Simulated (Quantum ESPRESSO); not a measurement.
## Ca: single point with PBE

Crystal: Ca.

```
CELL_PARAMETERS angstrom
-2.18011 2.04465 -2.40935
-2.18491 2.13218 2.48870
4.21286 4.02505 0.07111
ATOMIC_POSITIONS crystal
Ca 0.49781 0.49647 0.99996
Ca 0.00219 0.00353 0.50004
```

This isn't the form of Ca at room conditions, which is fcc.

```yaml
Program: Quantum ESPRESSO 7.5
Task: single point
Functional: PBE
Potentials_or_basis: SSSP 1.3 efficiency PBE
Cutoff: 748 eV
Density_cutoff: 5987 eV
k_mesh: 7 × 7 × 5
Occupations: fermi-dirac, width 0.05 eV
Spin: no spin polarisation
```

```json
{
 "Pressure": "-0.4 GPa",
 "Largest force": "0.020 eV/Å",
 "Band gap on the k mesh": "none (metal or under the smearing width)"
}
```

Forces on the atoms (eV/Å):
```
Ca  -0.010  0.013  0.011
Ca   0.010 -0.013 -0.011
```

Stress tensor (GPa, compression positive):
```
-0.70  0.44  0.02
 0.44 -0.24 -0.56
 0.02 -0.56 -0.15
```

Levels at points of the mesh, in eV from the Fermi level:
```
           k point  band 6  band 7  band 8  band 9  band 10  band 11  band 12  band 13  band 14  band 15
(0.00, 0.00, 0.00)  -23.05  -23.05  -23.04   -4.03    -0.62     0.48     0.84     1.97     2.27     2.73
```

Run time: 56 s on 1 thread of Intel(R) Xeon(R) 6975P-C (Granite Rapids), with other jobs on the host, peak memory 0.47 GiB.
